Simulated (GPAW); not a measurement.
# BaS (Fm-3m) in GPAW: convergence with density grid spacing (A)

Aim: find how far density grid spacing (A) must go before the results for BaS settle, at r2SCAN. This setting moves, with any that are tied to it; all else stays.

Everything below comes from runs of GPAW 26.7.0. Logs are shortened: lines on timing, memory, paths and dates and some standing lists are left out, and cuts for length are marked. The log counts tension as positive stress, the text compression.

### Step 1. Starting point

The structure is cubic, space group Fm-3m (No. 225). Conventional cell: a = 6.388 Å, b = 6.388 Å, c = 6.388 Å, α = 90.00°, β = 90.00°, γ = 90.00°. Ba (site symmetry m-3m) has 6 S at 3.19 Å as nearest neighbours. S (site symmetry m-3m) is surrounded by 6 Ba at 3.19 Å.

### Step 2. With density grid spacing (A) 0.24

run.py

```python
from ase import Atoms
from ase.dft.bandgap import bandgap
from ase.io import write
from ase.units import GPa
from gpaw import GPAW, PW

atoms = Atoms(['Ba', 'S'],
              cell=[[0.0, 3.19375, 3.19375],
                    [3.19375, 0.0, 3.19375],
                    [3.19375, 3.19375, 0.0]],
              scaled_positions=[[0.0, 0.0, 0.0],
                                [0.5, 0.5, 0.5]],
              pbc=True)

calc = GPAW(mode=PW(600),
            h=0.24,
            xc='MGGA_X_R2SCAN+MGGA_C_R2SCAN',
            kpts={'size': (7, 7, 7), 'gamma': True},
            occupations={'name': 'fermi-dirac', 'width': 0.05},
            nbands=16,
            convergence={'density': 1e-05, 'energy': 1e-05},
            maxiter=100,
            txt='gpaw.txt')
atoms.calc = calc
energy = atoms.get_potential_energy()
forces = atoms.get_forces()
stress = atoms.get_stress()
calc.write('gs.gpw')
write('result.traj', atoms)
print(f'Energy: {energy:.6f} eV')
print('Forces (eV/A):')
print(forces.round(4))
print('Stress (GPa):', (stress / GPa).round(3))
print('Fermi level:', round(calc.get_fermi_level(), 4), 'eV')
print(f'Gap: {bandgap(calc)[0]:.4f} eV, direct: {bandgap(calc, direct=True)[0]:.4f} eV')
```

Potentials or basis: GPAW PAW data sets (gpaw-data 1.2.1), pw.

Run with:

```bash
$ OMP_NUM_THREADS=1 python run.py
```

Wall time 26 s (1 thread of Arm Neoverse V1, shared host); peak memory 0.29 GiB.

What came out:

| Item | Value |
| --- | --- |
| Free energy | -29.7823 eV |
| Pressure | 1.2 GPa |
| Band gap on the k mesh | 2.54 eV, indirect (least direct gap 2.68 eV) |

### Step 3. With density grid spacing (A) 0.2

Edit run.py of step 2 so:

```diff
@@ -15,3 +15,3 @@
 calc = GPAW(mode=PW(600),
-            h=0.24,
+            h=0.2,
             xc='MGGA_X_R2SCAN+MGGA_C_R2SCAN',
```

Potentials or basis: GPAW PAW data sets (gpaw-data 1.2.1), pw.

Run with:

```bash
$ OMP_NUM_THREADS=1 python run.py
```

It took 50 s on 1 thread of Arm Neoverse V1, shared host; peak memory 0.29 GiB.

What came out:

| Quantity | Value |
| --- | --- |
| Free energy | -29.7829 eV |
| Pressure | 1.2 GPa |
| Band gap on the k mesh | 2.54 eV, indirect (least direct gap 2.68 eV) |

### Step 4. With density grid spacing (A) 0.17

Edit run.py of step 3 so:

```diff
@@ -15,3 +15,3 @@
 calc = GPAW(mode=PW(600),
-            h=0.2,
+            h=0.17,
             xc='MGGA_X_R2SCAN+MGGA_C_R2SCAN',
```

Run with:

```bash
$ OMP_NUM_THREADS=1 python run.py
```

It took 75 s on 1 thread of Arm Neoverse V1, shared host; peak memory 0.3 GiB.

Results:

```yaml
Free_energy: -29.7829 eV
Pressure: 1.2 GPa
Band_gap_on_the_k_mesh: 2.54 eV, indirect (least direct gap 2.68 eV)
```

### Step 5. With density grid spacing (A) 0.15

Edit run.py of step 4 so:

```diff
@@ -15,3 +15,3 @@
 calc = GPAW(mode=PW(600),
-            h=0.17,
+            h=0.15,
             xc='MGGA_X_R2SCAN+MGGA_C_R2SCAN',
```

Run with:

```bash
$ OMP_NUM_THREADS=1 python run.py
```

Wall time 78 s (1 thread of Arm Neoverse V1, shared host); peak memory 0.32 GiB.

Results (log left out):

```
Free energy            : -29.7829 eV
Pressure               : 1.2 GPa
Band gap on the k mesh : 2.54 eV, indirect (least direct gap 2.68 eV)
```

### Step 6. With density grid spacing (A) 0.13

Edit run.py of step 5 so:

```diff
@@ -15,3 +15,3 @@
 calc = GPAW(mode=PW(600),
-            h=0.15,
+            h=0.13,
             xc='MGGA_X_R2SCAN+MGGA_C_R2SCAN',
```

Potentials or basis: GPAW PAW data sets (gpaw-data 1.2.1), pw.

Run with:

```bash
$ OMP_NUM_THREADS=1 python run.py
```

Wall time 2.5 min (1 thread of Arm Neoverse V1, shared host); peak memory 0.34 GiB.

It converged, with:

```
Free energy            : -29.7828 eV
Pressure               : 1.2 GPa
Band gap on the k mesh : 2.54 eV, indirect (least direct gap 2.68 eV)
```

### Step 7. With density grid spacing (A) 0.11

Edit run.py of step 6 so:

```diff
@@ -15,3 +15,3 @@
 calc = GPAW(mode=PW(600),
-            h=0.13,
+            h=0.11,
             xc='MGGA_X_R2SCAN+MGGA_C_R2SCAN',
```

Run with:

```bash
$ OMP_NUM_THREADS=1 python run.py
```

Run time: 4 min. Hardware: 1 thread of Arm Neoverse V1, shared host; peak memory 0.4 GiB.

Results (log left out):

```yaml
Free_energy: -29.7828 eV
Pressure: 1.2 GPa
Band_gap_on_the_k_mesh: 2.54 eV, indirect (least direct gap 2.68 eV)
```

### Step 8. With density grid spacing (A) 0.09

Edit run.py of step 7 so:

```diff
@@ -15,3 +15,3 @@
 calc = GPAW(mode=PW(600),
-            h=0.11,
+            h=0.09,
             xc='MGGA_X_R2SCAN+MGGA_C_R2SCAN',
```

Potentials or basis: GPAW PAW data sets (gpaw-data 1.2.1), pw.

Run with:

```bash
$ OMP_NUM_THREADS=1 python run.py
```

gpaw.txt:

```text
__  _  _
 | _ |_)|_||  |
 |__||  | ||/\| - 26.7.0

Input parameters:
  mode=PW(ecut=600.0),
  convergence={'density': 1e-05, 'energy': 1e-05},
  h=0.09,
  kpts=MonkhorstPack(size=(7, 7, 7), gamma=True),
  maxiter=100,
  nbands=16,
  occupations=Occupations(name='fermi-dirac', width=0.05),
  xc=XC(name='MGGA_X_R2SCAN+MGGA_C_R2SCAN')

Diagonalizing LCAO Hamiltonian
Converting LCAO to pw mode

                 S

       Ba

Atoms  # Å, Bohr magnetons
|   | symbol |        x |        y |        z |    initial magnetic moments |
|---|--------|----------|----------|----------|-----------------------------|
| 0 |     Ba | 0.000000 | 0.000000 | 0.000000 | ( 0.0000,  0.0000,  0.0000) |
| 1 |      S | 3.193750 | 3.193750 | 3.193750 | ( 0.0000,  0.0000,  0.0000) |

Unit cell  # Å
| periodic |        x |        y |        z |  lengths |    angles |
|----------|----------|----------|----------|----------|-----------|
|      yes | 0.000000 | 3.193750 | 3.193750 | 4.516645 | 60.000000 |
|      yes | 3.193750 | 0.000000 | 3.193750 | 4.516645 | 60.000000 |
|      yes | 3.193750 | 3.193750 | 0.000000 | 4.516645 | 60.000000 |

Number of symmetries: 48
Symmetry operations  # r_c * U_cc + t_c -> r_c
|    | kind |            matrix            |
|----|------|------------------------------|
|  0 |  σ   |  1, 0, 0,  1, 0,-1,  1,-1, 0 |
|  1 |  C2  |  1, 0, 0,  1,-1, 0,  1, 0,-1 |
|  2 |  E   |  1, 0, 0,  0, 1, 0,  0, 0, 1 |
|  3 |  σ   |  1, 0, 0,  0, 0, 1,  0, 1, 0 |
|  4 |  C4  |  1, 0,-1,  1, 0, 0,  1,-1, 0 |
|  5 |  S6  |  1, 0,-1,  1,-1, 0,  1, 0, 0 |
|  6 |  σ   |  1, 0,-1,  0, 1,-1,  0, 0,-1 |
|  7 |  C3  |  1, 0,-1,  0, 0,-1,  0, 1,-1 |
|  8 |  S6  |  1,-1, 0,  1, 0, 0,  1, 0,-1 |
|  9 |  C4  |  1,-1, 0,  1, 0,-1,  1, 0, 0 |
| 10 |  C3  |  1,-1, 0,  0,-1, 1,  0,-1, 0 |
| 11 |  σ   |  1,-1, 0,  0,-1, 0,  0,-1, 1 |
| 12 |  σ   |  0, 1, 0,  1, 0, 0,  0, 0, 1 |
| 13 |  C4  |  0, 1, 0,  0, 1,-1, -1, 1, 0 |
| 14 |  C3  |  0, 1, 0,  0, 0, 1,  1, 0, 0 |
| 15 |  S6  |  0, 1, 0, -1, 1, 0,  0, 1,-1 |
| 16 |  C2  |  0, 1,-1,  1, 0,-1,  0, 0,-1 |
| 17 |  σ   |  0, 1,-1,  0, 1, 0, -1, 1, 0 |
| 18 |  S4  |  0, 1,-1,  0, 0,-1,  1, 0,-1 |
| 19 |  C4  |  0, 1,-1, -1, 1, 0,  0, 1, 0 |
| 20 |  C3  |  0, 0, 1,  1, 0, 0,  0, 1, 0 |
| 21 |  σ   |  0, 0, 1,  0, 1, 0,  1, 0, 0 |
| 22 |  S6  |  0, 0, 1,  0,-1, 1, -1, 0, 1 |
| 23 |  C4  |  0, 0, 1, -1, 0, 1,  0,-1, 1 |
| 24 |  S4  |  0, 0,-1,  1, 0,-1,  0, 1,-1 |
| 25 |  C3  |  0, 0,-1,  0, 1,-1,  1, 0,-1 |
| 26 |  C2  |  0, 0,-1,  0,-1, 0, -1, 0, 0 |
| 27 |  S6  |  0, 0,-1, -1, 0, 0,  0,-1, 0 |
| 28 |  S4  |  0,-1, 1,  1,-1, 0,  0,-1, 0 |
| 29 |  C4  |  0,-1, 1,  0, 0, 1, -1, 0, 1 |
| 30 |  C2  |  0,-1, 1,  0,-1, 0,  1,-1, 0 |
| 31 |  σ   |  0,-1, 1, -1, 0, 1,  0, 0, 1 |
| 32 |  C3  |  0,-1, 0,  1,-1, 0,  0,-1, 1 |
| 33 |  S6  |  0,-1, 0,  0, 0,-1, -1, 0, 0 |
| 34 |  S4  |  0,-1, 0,  0,-1, 1,  1,-1, 0 |
| 35 |  C2  |  0,-1, 0, -1, 0, 0,  0, 0,-1 |
| 36 |  C2  | -1, 1, 0,  0, 1, 0,  0, 1,-1 |
| 37 |  S6  | -1, 1, 0,  0, 1,-1,  0, 1, 0 |
| 38 |  S4  | -1, 1, 0, -1, 0, 1, -1, 0, 0 |
| 39 |  C3  | -1, 1, 0, -1, 0, 0, -1, 0, 1 |
| 40 |  S6  | -1, 0, 1,  0, 0, 1,  0,-1, 1 |
| 41 |  C2  | -1, 0, 1,  0,-1, 1,  0, 0, 1 |
| 42 |  C3  | -1, 0, 1, -1, 1, 0, -1, 0, 0 |
| 43 |  S4  | -1, 0, 1, -1, 0, 0, -1, 1, 0 |
| 44 |  C2  | -1, 0, 0,  0, 0,-1,  0,-1, 0 |
| 45 |  i   | -1, 0, 0,  0,-1, 0,  0, 0,-1 |
| 46 |  σ   | -1, 0, 0, -1, 1, 0, -1, 0, 1 |
| 47 |  C2  | -1, 0, 0, -1, 0, 1, -1, 1, 0 |

BZ-sampling:
  Number of BZ points: 343
  Number of IBZ points: 20

  Monkhorst-Pack size: [7, 7, 7]
  Monkhorst-Pack shift: [0, 0, 0]

K-points  # in reciprocal-cell coordinates
|     |                                coordinates |     weight |
|-----|--------------------------------------------|------------|
|   0 | (  0.00000000,   0.00000000,   0.00000000) | 0.00291545 |
|   1 | (  0.14285714,   0.14285714,   0.00000000) | 0.01749271 |
|   2 | (  0.14285714,   0.14285714,   0.14285714) | 0.02332362 |
|   3 | (  0.28571429,   0.14285714,   0.14285714) | 0.03498542 |
|   4 | (  0.28571429,   0.28571429,   0.00000000) | 0.01749271 |
|   5 | (  0.28571429,   0.28571429,   0.14285714) | 0.06997085 |
|   6 | (  0.28571429,   0.28571429,   0.28571429) | 0.02332362 |
|   7 | (  0.42857143,  -0.28571429,  -0.28571429) | 0.03498542 |
|   8 | (  0.42857143,   0.28571429,  -0.42857143) | 0.13994169 |
|   9 | (  0.42857143,   0.28571429,  -0.28571429) | 0.06997085 |
| ... |                                            |            |
|  19 | (  0.42857143,   0.42857143,   0.42857143) | 0.02332362 |

Plane wave coefficients: 2186
Cutoff: 600.0 eV

Spin-components: 1 (collinear spins)
Bands:           16
Projectors:      11
Spin-degeneracy: 2
Datatype:        complex128

Parallelization:
  kpt:    1
  domain: 1
  band:   1

Density:
  Valence electrons: 16.0
  Components: 1
  Grid points: [54 54 54]
  Charge: 0.0  # |e|

Potential:
  Grid points: [54 54 54]

species:
  Ba:
    name:    Barium
    Z:       56.0
    valence: 10
    core:    46
    charge:  0.0  # [|e|]
    compensation charges:
      type: gauss
      rc: 0.37  # [Å]
      lmax: 2
    cutoffs:
      filter: 2.06  # [Å]
      core: 2.33  # [Å]
    projectors
    | kind |    occ | energy [eV] | rcut [Å] |
    |------|--------|-------------|----------|
    |   5s |  2.000 |     -33.644 |    1.164 |
    |   6s |  2.000 |      -3.229 |    1.164 |
    |   5p |  6.000 |     -18.744 |    1.164 |
    |    p |        |       0.000 |    1.164 |
    |    d |        |       0.000 |    1.164 |
    |    d |        |      27.211 |    1.164 |

    Using partial waves for Ba as LCAO basis

  S:
    name:    Sulfur
    Z:       16.0
    valence: 6
    core:    10
    charge:  0.0  # [|e|]
    compensation charges:
      type: gauss
      rc: 0.24  # [Å]
      lmax: 2
    cutoffs:
      filter: 1.77  # [Å]
      core: 1.66  # [Å]
    projectors
    | kind |    occ | energy [eV] | rcut [Å] |
    |------|--------|-------------|----------|
    |   3s |  2.000 |     -17.254 |    0.974 |
    |   3p |  4.000 |      -7.008 |    0.979 |
    |    s |        |       9.957 |    0.974 |
    |    p |        |      20.203 |    0.979 |
    |    d |        |       0.000 |    0.900 |

    Using partial waves for S as LCAO basis

Reference energy: -232135.462409  # eV

eigensolver:
  PPCG
  Converge bands: occupied
  niter=2

density mixing:
  MSR1-Mixer
  Pratt-step length: 0.05
  Maximum mixing coefficient: 0.75
  Old densities: 10
  SVD Regularization: 0.005
  Good broyden scale: 1.0
  Trust region scale: 1.0
  Backstep threshold: 4.0
  History deletion threshold: 6.0
  Fourier metric: weight=20.0, sigma=0.015

occupation numbers:
  Fermi-Dirac:
    width: 0.0500  # eV

poisson solver:
  ecut: 4800.0  # eV

xc functional:
  name: MGGA_X_R2SCAN+MGGA_C_R2SCAN with 2 nearest neighbor stencil

convergence criteria:
- Maximum integral of absolute [dens]ity change: 1e-05 electrons / valence electron
- Maximum [total energy] change in last 3 cyles: 1e-05 eV / valence electron
- Maximum integral of absolute [eigenst]ate change: 4e-08 eV^2 / valence electron
maximum number of iterations: 100

SCF iterations
|iter     | |      energy | eigst |  dens |
|---------|-|-------------|-------|-------|
|iter:   1| |  -34.988806 | -0.18 |       |
|iter:   2| |  -30.132924 | -1.76 | -1.03 |
|iter:   3| | -747.942790 | +0.98 | -1.04 |
|iter:   4| |  -30.108038 | +1.59 | +0.35 |
|iter:   5| |  -29.804469 | -0.10 | -0.90 |
|iter:   6| |  -29.784081 | -2.05 | -1.61 |
|iter:   7| |  -29.783078 | -3.52 | -1.95 |
|iter:   8| |  -29.783007 | -4.23 | -2.55 |
|iter:   9| |  -29.782750 | -5.06 | -2.66 |
|iter:  10| |  -29.782735 | -6.08 | -3.39 |
|iter:  11| |  -29.782736c| -7.08 | -4.21 |
|iter:  12| |  -29.782736c| -7.42c| -4.83 |
|iter:  13| |  -29.782736c| -8.14c| -5.17c|

Converged in 13 steps
Energy contributions relative to reference atoms: (reference = -232135.462409)

Energy contributions:
  Kinetic:          -4.169622
  Coulomb:           5.784706
  Zero:             -0.673254
  External:          0.000000
  Xc:              -30.724566
  Entropy:          -0.000000
  Spinorbit:         0.000000
  ----------------------------
  Free energy:     -29.782736
  Extrapolated:    -29.782736

dipole moment: (-38.535323, -38.535323, -38.535323)  # |e|*Ang

Fermi level: 6.154
Eigenvalues  # (at kpt = [0.000, 0.000, 0.000])
| band index |      eig [eV] | occ [0-2] |
|------------|---------------|-----------|
|          0 |       -22.116 |     2.000 |
|          1 |        -6.809 |     2.000 |
|          2 |        -6.809 |     2.000 |
|          3 |        -6.809 |     2.000 |
|          4 |        -6.154 |     2.000 |
|          5 |         4.625 |     2.000 |
[... 8 lines left out ...]
|         14 |        13.722 |     0.000 |
|         15 |        19.990 |     0.000 |

Gap: 2.545 eV
Transition (v -> c):
  (s=0, k=0, n=7, [0.00, 0.00, 0.00]) -> (s=0, k=16, n=8, [0.43, 0.43, 0.00])
Direct/indirect transitions are different
Direct gap: 2.682 eV
Transition at: (s=0, k=16, n=7, [0.43, 0.43, 0.00])

Forces  # eV/Ang
|       x |        y |        z |
|---------|----------|----------|
| 0.00000 | -0.00000 | -0.00000 |  # Ba   0
| 0.00000 |  0.00000 |  0.00000 |  # S    1

Stress tensor  # eV/Ang^3
|         x |         y |         z |
|-----------|-----------|-----------|
| -0.007529 | -0.000000 | -0.000000 |
| -0.000000 | -0.007529 |  0.000000 |
| -0.000000 |  0.000000 | -0.007529 |

# Writing to gs.gpw (mode='')
```

stdout:

```text
Energy: -29.782736 eV
Forces (eV/A):
[[ 0. -0. -0.]
 [ 0.  0.  0.]]
Stress (GPa): [-1.206 -1.206 -1.206  0.    -0.    -0.   ]
Fermi level: 6.1544 eV
Gap: 2.5446 eV, direct: 2.6821 eV
```

Wall time 7.9 min (1 thread of Arm Neoverse V1, shared host); peak memory 0.53 GiB.

What came out:

```
Free energy            : -29.7827 eV
Pressure               : 1.2 GPa
Band gap on the k mesh : 2.54 eV, indirect (least direct gap 2.68 eV)
```

### Step 9. The series at a glance

| density grid spacing (A) | energy less the tightest run, at zero smearing (meV/atom) | SCF cycles | CPU time (s) | peak memory (GiB) |
| --- | --- | --- | --- | --- |
| 0.24 | 0.22 | 13 | 26 | 0.29 |
| 0.2 | -0.10 | 13 | 50 | 0.29 |
| 0.17 | -0.09 | 13 | 75 | 0.3 |
| 0.15 | -0.06 | 13 | 78 | 0.32 |
| 0.13 | -0.04 | 13 | 150 | 0.34 |
| 0.11 | -0.01 | 13 | 240 | 0.4 |
| 0.09 | 0.00 | 13 | 470 | 0.53 |

Against the tightest run, the energy stays within 1 meV/atom from 0.24 on. The tightest run that finished is the yardstick and may itself not be fully converged.

Caveats: the PAW data sets were made with another functional, which shifts forces and pressure a little; spin-orbit coupling is left out, which moves the levels of the heavy elements; an odd mesh through Γ misses points on the zone boundary, where band edges often lie.
